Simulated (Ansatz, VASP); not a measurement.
**ZnO: VASP beside Ansatz**

```
Zn O
1.0
     3.25000    0.00000    0.00000
    -1.62500    2.81458    0.00000
     0.00000    0.00000    5.18099
Zn O
2 2
Direct
  0.33333 0.66667 0.99889
  0.66667 0.33333 0.49889
  0.33333 0.66667 0.38111
  0.66667 0.33333 0.88111
```

Alike in both runs: task single point; functional r2SCAN; k mesh 6 × 6 × 4; no spin polarisation.

|  | VASP | Ansatz |
| --- | --- | --- |
| version | VASP 6.6.1 | Ansatz 0.2.0 |
| potentials or method | VASP PAW PBE potentials, release 64 (Zn, O) | scalar-relativistic, plane waves, PAW |
| plane-wave cutoff (eV) | 520 | 500 |
| occupations | gaussian, width 0.01 eV | fixed |
| valence electrons in the cell | 36 | 36 |

```csv
,VASP,Ansatz,Ansatz less VASP
gap on the k mesh at the Fermi level (eV),1.24,1.24,+0.003
least direct gap on the mesh (eV),1.24,1.24,+0.003
```

Caveats: the PAW data sets were made with another functional, which shifts forces and pressure a little (VASP). r2SCAN opens gaps a little over a GGA but as a rule still falls short of measured ones.
